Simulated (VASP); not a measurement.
A run of VASP 6.6.1:

The input INCAR:

```
SYSTEM = CdO
PREC = Accurate
ENCUT = 520
EDIFF = 1E-6
ISMEAR = 0
SIGMA = 0.024
LREAL = .FALSE.
LASPH = .TRUE.
NELM = 80
ALGO = Fast
ISIF = 2
LWAVE = .FALSE.
LCHARG = .FALSE.
GGA = PE
NBANDS = 16
```

KPOINTS

```
regular mesh
0
G
  10 10 10
  0 0 0
```

POSCAR

```
CdO
1.0
    0.0000000000      2.3495000000      2.3495000000
    2.3495000000      0.0000000000      2.3495000000
    2.3495000000      2.3495000000      0.0000000000
Cd O
1 1
Direct
    0.0000000000      0.0000000000      0.0000000000
    0.5000000000      0.5000000000      0.5000000000
```

Potentials or basis: VASP PAW PBE potentials, release 64 (Cd, O).

Command:

```console
$ cat potpaw_PBE.64/Cd/POTCAR potpaw_PBE.64/O/POTCAR > POTCAR
$ mpirun -np 1 vasp_std > vasp.out
```

Hardware: 1 thread of AMD EPYC 9R45 96-Core Processor (Zen 5) (shared host).

Task: How long does it take, and how much memory?

Result: Wall time 12 s on 1 thread of AMD EPYC 9R45 96-Core Processor (Zen 5), with other jobs on the host, peak memory 0.13 GiB. Counts: scf iterations 13, k points 47.
